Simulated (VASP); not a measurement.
# VASP 6.6.1 run: InP

INCAR

```
EDIFF = 1E-7
NBANDS = 16
NSW = 0
LREAL = .FALSE.
PREC = Low
ENCUT = 520
SIGMA = 0.02
LWAVE = .FALSE.
NELM = 120
ISMEAR = -1
ISIF = 2
GGA = PE
IBRION = -1
LCHARG = .FALSE.
LASPH = .TRUE.
```

KPOINTS

```
KPOINTS created by Atomic Simulation Environment
0
Gamma
8 8 8
0 0 0
```

POSCAR

```
In P
 1.0000000000000000
     0.0000000000000000    3.0424012639000000    3.0424012639000000
     3.0424012639000000    0.0000000000000000    3.0424012639000000
     3.0424012639000000    3.0424012639000000    0.0000000000000000
 In  P
   1   1
Cartesian
  0.0000000000000000  0.0000000000000000  0.0000000000000000
  1.5212006319500000  1.5212006319500000  1.5212006319500000
```

The recommended PBE PAW datasets give the neutral cell 18 valence electrons.

Command

```
mpirun -np 1 vasp_std
```

How does this run end, and what does it give?

It converged. Results: gap between bands v and c on the k mesh 0.10 eV; least direct gap on the k mesh 0.10 eV; pressure -3.2 GPa. Band v is the last that the valence electrons fill when counted band by band, and c is the next.

OSZICAR

```
N       E                     dE             d eps       ncg     rms          rms(c)
DAV:   1     0.111905503384E+03    0.11191E+03   -0.82725E+03   936   0.122E+03
DAV:   2    -0.801501725403E+00   -0.11271E+03   -0.10735E+03  1016   0.295E+02
DAV:   3    -0.853212863240E+01   -0.77306E+01   -0.76897E+01  1224   0.751E+01
DAV:   4    -0.874013596190E+01   -0.20801E+00   -0.20795E+00  1120   0.137E+01
DAV:   5    -0.875183776127E+01   -0.11702E-01   -0.11701E-01  1472   0.278E+00    0.478E+00
DAV:   6    -0.838973740282E+01    0.36210E+00   -0.62022E-01  1448   0.114E+01    0.286E+00
DAV:   7    -0.837151890255E+01    0.18219E-01   -0.12974E-01  1312   0.251E+00    0.114E+00
DAV:   8    -0.837245247635E+01   -0.93357E-03   -0.11790E-02  1152   0.123E+00    0.213E-01
DAV:   9    -0.837314854549E+01   -0.69607E-03   -0.13314E-03  1168   0.414E-01    0.138E-01
DAV:  10    -0.837327978192E+01   -0.13124E-03   -0.17223E-04  1360   0.118E-01    0.812E-02
DAV:  11    -0.837336445510E+01   -0.84673E-04   -0.12520E-04  1096   0.793E-02    0.334E-02
DAV:  12    -0.837336417120E+01    0.28390E-06   -0.66090E-06  1136   0.265E-02    0.989E-03
DAV:  13    -0.837336476586E+01   -0.59466E-06   -0.14827E-06  1168   0.614E-03    0.852E-03
DAV:  14    -0.837336505931E+01   -0.29345E-06   -0.28721E-07  1176   0.491E-03    0.151E-03
DAV:  15    -0.837336507155E+01   -0.12240E-07   -0.11518E-08   920   0.701E-04
   1 F= -.83733651E+01 E0= -.83733287E+01  d E =-.727310E-04
```

Standard output (part)

```
POSCAR found type information on POSCAR InP
 POSCAR found :  2 types and       2 ions
 LDA part: xc-table for (Slater+PW92), standard interpolation
 POSCAR, INCAR and KPOINTS ok, starting setup
 WAVECAR not read
 entering main loop
```

For comparison, a separate PBE run of the intended cell, on usual settings and not on those above, gives a gap of 0.10 eV on its mesh and a pressure of -3.2 GPa.
